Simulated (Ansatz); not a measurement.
**LiF: the functional and the phonons**

LiF in the rock-salt structure, in a typed cell, not relaxed.

```
CELL_PARAMETERS angstrom
0.00000 2.03500 2.03500
2.03500 0.00000 2.03500
2.03500 2.03500 0.00000
ATOMIC_POSITIONS crystal
Li 0.00000 0.00000 0.00000
F 0.50000 0.50000 0.50000
```

Settings of the Ansatz calculation: PBE; all-electron PAW datasets (no frozen core) at 520 eV; k mesh 6×6×6; fixed occupations; no spin. Phonons (linear response) are harmonic and in cm⁻¹; i marks an unstable mode. Zone-centre lists hold the optical modes without the non-analytic term.

Caveats: coarse k mesh.

At 8.43 Å³ an atom it gives top Γ mode (cm⁻¹) 266.

Repeat with r2SCAN in the same cell, on the same kind of potentials and mesh (r2SCAN by finite displacements). What changes?


```tsv
functional	cutoff (eV)	volume (Å³/atom)	top Γ mode (cm⁻¹)
r2SCAN in the same cell	3300	8.43	267
```
